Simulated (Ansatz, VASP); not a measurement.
# Two plane-wave programs on ZrH3

The input INCAR:

```
ALGO = Normal ; EDIFF = 1E-6
ENCUT = 520 ; GGA = PS
ISIF = 2 ; ISMEAR = 0
LASPH = T ; LCHARG = F
LREAL = F ; LWAVE = F
NBANDS = 16 ; NELM = 60
PREC = Accurate ; SIGMA = 0.1
```

The input KPOINTS:

```
k-points
0
Gamma
  12 12 12
```

POSCAR

```
ZrH3
1.0
    3.0850243814      0.0000000000      0.0000000000
    0.0000000000      3.3663678014      0.0000000000
    0.0000000000      0.0000000000      3.0850243814
Zr H
1 3
Direct
    0.0000000000     -0.0246128225      0.0000000000
    0.0000000000      0.4976697315      0.5000000000
    0.5000000000      0.0292733595      0.5000000000
    0.5000000000      0.4976697315      0.0000000000
```

Input for Ansatz:

```yaml
crystal:
  lattice:
    - [3.0850243814, 0.0, 0.0]
    - [0.0, 3.3663678014, 0.0]
    - [0.0, 0.0, 3.0850243814]
  atoms:
    - { symbol: Zr, position: [0.0, -0.0246128225, 0.0] }
    - { symbol: H, position: [0.0, 0.4976697315, 0.5] }
    - { symbol: H, position: [0.5, 0.0292733595, 0.5] }
    - { symbol: H, position: [0.5, 0.4976697315, 0.0] }
basis:
  ecutwfc: 420
kpoints:
  mp_grid: { grid: [12, 12, 12] }
hamiltonian:
  xc: pbesol
scf:
  occupations: { method: gaussian, width: 0.1 }
output:
  forces: true
  stress: true
  eigenvalues: true
```

Alike in both runs: task single point; functional PBEsol; k mesh 12 × 12 × 12; occupations gaussian, width 0.1 eV; no spin polarisation.

|  | VASP | Ansatz |
| --- | --- | --- |
| version | VASP 6.6.1 | Ansatz 0.2.0 |
| potentials or method | VASP PAW PBE potentials, release 64 (Zr_sv, H) | scalar-relativistic, plane waves, PAW |
| plane-wave cutoff (eV) | 520 | 420 |
| valence electrons in the cell | 15 | 15 |

Ansatz gave:

| Item | Value |
| --- | --- |
| gap on the k mesh at the Fermi level (eV) | none |
| pressure (GPa) | -9.0 |
| largest component of the traceless stress (GPa) | 11.19 |
| rms of the force components (eV/Å) | 0.103 |

Task: Which values does VASP return?

Result: gap on the k mesh at the Fermi level (eV): none; pressure (GPa): -9.0; largest component of the traceless stress (GPa): 11.22; rms of the force components (eV/Å): 0.102.

Atom by atom the forces differ by 0.001 eV/Å (rms over components). A gap of «none» marks a metal or a gap that the smearing closes.

Caveats: the PAW data sets were made with another functional, which shifts forces and pressure a little (VASP).
